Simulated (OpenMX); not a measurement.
Crystal: Zn.

```xyz
2
Lattice="2.6700 0.0000 0.0000 -1.3350 2.3123 0.0000 0.0000 0.0000 4.9660" Properties=species:S:1:pos:R:3 pbc="T T T"
Zn    1.3350    0.7708    3.7245
Zn    0.0000    1.5415    1.2415
```

Base run:

```yaml
Program: OpenMX 3.8.5
Functional: PBE
Potentials_or_basis: OpenMX 2013 PBE set, Zn6.0H-s3p2d2, grid cutoff 500 Ry
k_mesh: 11 × 11 × 7
Occupations: fermi-dirac, width 0.05 eV
Spin: no spin polarisation
```

Its results: pressure 0.8 GPa; largest force 0.006 eV/Å.

Question: The run is repeated on the same cell with these changes: potentials or basis from OpenMX 2013 PBE set, Zn6.0H-s3p2d2, grid cutoff 500 Ry to OpenMX 2013 PBE set, Zn6.0H-s2p2d1, grid cutoff 500 Ry. What comes out?

Answer: Pressure 3.0 GPa; largest force 0.005 eV/Å.

Caveats: the basis of atomic orbitals isn't converged, which shifts pressures, moduli and gaps; the transition metal has a single d function, too few for pressures, volumes and moments (some runs).
